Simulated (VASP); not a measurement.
A run of VASP 6.6.1:

The input INCAR:

```
SYSTEM = Cu
  ALGO = Normal
  EDIFF = 1E-7
  EDIFFG = -0.01
  ENCUT = 520
  GGA = PE
  IBRION = 2
  ISIF = 2
  ISMEAR = 1
  KPAR = 8
  LASPH = .TRUE.
  LCHARG = .FALSE.
  LREAL = .FALSE.
  LWAVE = .FALSE.
  NELM = 60
  NSW = 40
  PREC = Accurate
  SIGMA = 0.2
```

The input KPOINTS:

```
k-points
0
G
  14 14 1
  0 0 0
```

POSCAR

```
Cu
1.0
    2.8273394687      0.0000000000      0.0000000000
    0.0000000000      2.8273394687      0.0000000000
    0.0000000000      0.0000000000     20.9830000000
Cu
5
Direct
    0.0000000000      0.0000000000      0.3574322070
    0.5000000000      0.5000000000      0.4287114922
    0.0000000000      0.0000000000      0.4999907775
    0.5000000000      0.5000000000      0.5712700627
    0.0000000000      0.0000000000      0.6425493479
```

Potentials or basis: VASP PAW PBE potentials, release 64 (Cu).

Command:

```sh
$ cat potpaw_PBE.64/Cu/POTCAR > POTCAR
$ mpirun -np 8 vasp_std > vasp.out
```

Hardware: 8 MPI ranks on Intel(R) Xeon(R) Platinum 8488C (Sapphire Rapids), on a shared host.

Question: Estimate the wall time of this run.

Answer: Run time: 2.7 min on 8 MPI ranks on Intel(R) Xeon(R) Platinum 8488C (Sapphire Rapids) (shared host), peak memory 0.43 GiB a rank. Counts: scf iterations 82, k points 36, ion steps 6.
